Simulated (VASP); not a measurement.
Runs of VASP 6.6.1 on V. The structure is hexagonal, space group P6_3/mmc (No. 194). Conventional cell: a = 2.593 Å, b = 2.593 Å, c = 9.154 Å, α = 90.00°, β = 90.00°, γ = 120.00°. V (site symmetry -3m) is surrounded by 12 V at 2.59 to 2.73 Å. Around V (site symmetry -6m2) lie 12 V at 2.59 to 2.73 Å. The cell was built by a generator and needn't be a form met in nature.

| task | spin | cell | k mesh | cutoff (eV) | gap on the mesh (eV) | pressure (GPa) |
| --- | --- | --- | --- | --- | --- | --- |
| single point | off | P6_3/mmc, 13.33 Å³/atom | 21 × 21 × 6 | 520 | none | 0.2 |
| relaxation of cell and atoms | off | relaxed | 9 × 9 × 2 | 600 | none | 0.0 |
| single point | off | P6_3/mmc, 13.33 Å³/atom | 9 × 9 × 2 | 520 | none | 0.2 |
| single point | off | P6_3/mmc, 13.41 Å³/atom | 18 × 18 × 6 | 520 | none | 0.6 |
| single point | collinear, typed start | P6_3/mmc, 14.84 Å³/atom | 9 × 9 × 2 | 520 | none | (a) |

Alike in all rows: level PBEsol; potentials or basis VASP PAW PBE potentials, release 64 (V_sv); smearing gaussian 0.1 eV.

Task: Estimate the missing entries.

Result: (a) -16.4.

Caveats: the PAW data sets were made with another functional, which shifts forces and pressure a little (some runs); so large a pressure means that the cell lies far from this level's equilibrium, or that cutoff or potentials fall short (some runs); the potentials were made for another functional, which shifts forces and pressure (some runs).

A gap of «none» marks a metal or a gap under the smearing width.
